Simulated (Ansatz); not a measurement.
# GaP: energy and stress against strain

The task, for GaP: see how energy and stress answer to the strain pattern (0, 0, 1, 0, 0, 0).

Program: Ansatz 0.2.0. Level of theory: DFT PBE, scalar-relativistic, plane waves, PAW. These are calculated values, not measurements.

### 1 The system as given

Symmetry: F-43m, No. 216, cubic system. The conventional cell has a = 5.451 Å, b = 5.451 Å, c = 5.451 Å, α = 90.00°, β = 90.00°, γ = 90.00°. Ga (site symmetry -43m) has 4 P at 2.36 Å as nearest neighbours. P (site symmetry -43m) is surrounded by 4 Ga at 2.36 Å.

Structure file:

```xyz
2
Lattice="0.0000 2.7252 2.7252 2.7252 0.0000 2.7252 2.7252 2.7252 0.0000" Properties=species:S:1:pos:R:3 pbc="T T T"
Ga    0.0000    0.0000    0.0000
P     4.0879    4.0879    4.0879
```

The cell is taken as given, not relaxed at this level.

### 2 Zero of energy

The reference gives a free energy of -4539.5341 eV, pressure 2.53 GPa, largest force 0.000 eV/Å and gap on the mesh 1.64 eV. It was computed beforehand with the settings of the runs below.

### 3 Next: energy and stress against strain

The cell is strained by ε times the Voigt pattern (0, 0, 1, 0, 0, 0) (xx, yy, zz, yz, xz, xy; engineering shear), with fractional coordinates fixed (clamped ions). The stress on the pattern is the sum of the stress components weighted by it, tension positive.

### 4 At ε = -0.1000

Contents of input.yaml:

```yaml
crystal:
  lattice:
    - [0.0, 2.72525, 2.452725]
    - [2.72525, 0.0, 2.452725]
    - [2.72525, 2.72525, 0.0]
  atoms:
    - { symbol: Ga, position: [0.0, 0.0, 0.0] }
    - { symbol: P, position: [0.75, 0.75, 0.75] }
basis:
  ecutwfc: 350.0
kpoints:
  mp_grid: { grid: [8, 8, 8] }
hamiltonian:
  xc: pbe
scf:
  occupations: { method: gaussian, width: 0.05 }
output:
  forces: true
  stress: true
  eigenvalues: true
```

Started as:

```sh
$ ansatz run input.yaml --threads 1 --pin off --max-ram 2560MiB --backend cpu --events-out ev --progress --plain --runs-dir out
```

### 5 ε = 0.0750

input.yaml, as its differences from that of step 4:

```diff
@@ -2,4 +2,4 @@
   lattice:
-    - [0.0, 2.72525, 2.452725]
-    - [2.72525, 0.0, 2.452725]
+    - [0.0, 2.72525, 2.92964375]
+    - [2.72525, 0.0, 2.92964375]
     - [2.72525, 2.72525, 0.0]
```

### 6 At ε = -0.0500

input.yaml, as its differences from that of step 5:

```diff
@@ -2,4 +2,4 @@
   lattice:
-    - [0.0, 2.72525, 2.92964375]
-    - [2.72525, 0.0, 2.92964375]
+    - [0.0, 2.72525, 2.5889875]
+    - [2.72525, 0.0, 2.5889875]
     - [2.72525, 2.72525, 0.0]
```

### 7 At ε = 0.0250

input.yaml, as its differences from that of step 6:

```diff
@@ -2,4 +2,4 @@
   lattice:
-    - [0.0, 2.72525, 2.5889875]
-    - [2.72525, 0.0, 2.5889875]
+    - [0.0, 2.72525, 2.79338125]
+    - [2.72525, 0.0, 2.79338125]
     - [2.72525, 2.72525, 0.0]
```

### 8 Point ε = 0.1000

input.yaml, as its differences from that of step 7:

```diff
@@ -2,4 +2,4 @@
   lattice:
-    - [0.0, 2.72525, 2.79338125]
-    - [2.72525, 0.0, 2.79338125]
+    - [0.0, 2.72525, 2.997775]
+    - [2.72525, 0.0, 2.997775]
     - [2.72525, 2.72525, 0.0]
```

### 9 Point ε = -0.0750

input.yaml, as its differences from that of step 8:

```diff
@@ -2,4 +2,4 @@
   lattice:
-    - [0.0, 2.72525, 2.997775]
-    - [2.72525, 0.0, 2.997775]
+    - [0.0, 2.72525, 2.52085625]
+    - [2.72525, 0.0, 2.52085625]
     - [2.72525, 2.72525, 0.0]
```

### 10 ε = 0.0500

input.yaml, as its differences from that of step 9:

```diff
@@ -2,4 +2,4 @@
   lattice:
-    - [0.0, 2.72525, 2.52085625]
-    - [2.72525, 0.0, 2.52085625]
+    - [0.0, 2.72525, 2.8615125]
+    - [2.72525, 0.0, 2.8615125]
     - [2.72525, 2.72525, 0.0]
```

### 11 ε = -0.0250

input.yaml, as its differences from that of step 10:

```diff
@@ -2,4 +2,4 @@
   lattice:
-    - [0.0, 2.72525, 2.8615125]
-    - [2.72525, 0.0, 2.8615125]
+    - [0.0, 2.72525, 2.65711875]
+    - [2.72525, 0.0, 2.65711875]
     - [2.72525, 2.72525, 0.0]
```

### 12 Point ε = 0.0875

input.yaml, as its differences from that of step 11:

```diff
@@ -2,4 +2,4 @@
   lattice:
-    - [0.0, 2.72525, 2.65711875]
-    - [2.72525, 0.0, 2.65711875]
+    - [0.0, 2.72525, 2.963709375]
+    - [2.72525, 0.0, 2.963709375]
     - [2.72525, 2.72525, 0.0]
```

(Steps that only read results are left out.)

What does the calculation give? Wanted: slope of the stress at ε = 0, over ±0.0250.

The runs gave:

| quantity | value |
| --- | --- |
| slope of the stress at ε = 0, over ±0.0250 | 136 GPa |

What this shows: The settings of these runs were drawn from a wide range and may not be converged. From the stress slope, C33 is about 136 GPa with the ions clamped; letting the atoms relax could not make it stiffer. The reference stands under 2.5 GPa, so this is no zero-stress constant. The undisturbed cell is not the lowest point: the energy is 2.7 meV/atom lower at ε = 0.0250; the cell was taken as given and not relaxed at this level. Compression costs more than tension: 124.3 against 47.5 meV/atom at the ends. The gap on the mesh stays between 0.44 and 1.64 eV. The settings are coarse, so take the values as rough.
